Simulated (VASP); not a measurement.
A run of VASP 6.6.1:

Contents of INCAR:

```
SYSTEM = Os
ALGO = Normal
EDIFF = 1E-7
EDIFFG = -0.01
ENCUT = 600
GGA = PE
IBRION = 2
ISIF = 4
ISMEAR = 1
LASPH = .TRUE.
LCHARG = .FALSE.
LREAL = .FALSE.
LWAVE = .FALSE.
NELM = 80
NSW = 40
PREC = Accurate
SIGMA = 0.1
```

Contents of KPOINTS:

```
k-points
0
G
  15 15 9
  0 0 0
```

The input POSCAR:

```
Os                                      
1.0
    2.7708585473      0.0000000000      0.0000000000
   -1.3854292737      2.3996338923      0.0000000000
    0.0000000000      0.0000000000      4.3791471530
  Os            
     2
Direct
     0.3333333332999970    0.6666666667000030    0.2500000000000000
     0.6666666667000030    0.3333333332999970    0.7500000000000000
```

Potentials or basis: VASP PAW PBE potentials, release 64 (Os).

The run is started by

```sh
$ cat potpaw_PBE.64/Os/POTCAR > POTCAR
$ mpirun -np 1 vasp_std > vasp.out
```

Hardware: 1 thread of Intel(R) Xeon(R) 6975P-C (Granite Rapids) (shared host).

**Question.** Estimate the wall time of this run.

**Answer.** It took 33 s on 1 thread of Intel(R) Xeon(R) 6975P-C (Granite Rapids), with other jobs on the host, peak memory 0.19 GiB. Counts: scf iterations 24, k points 135, ion steps 3.
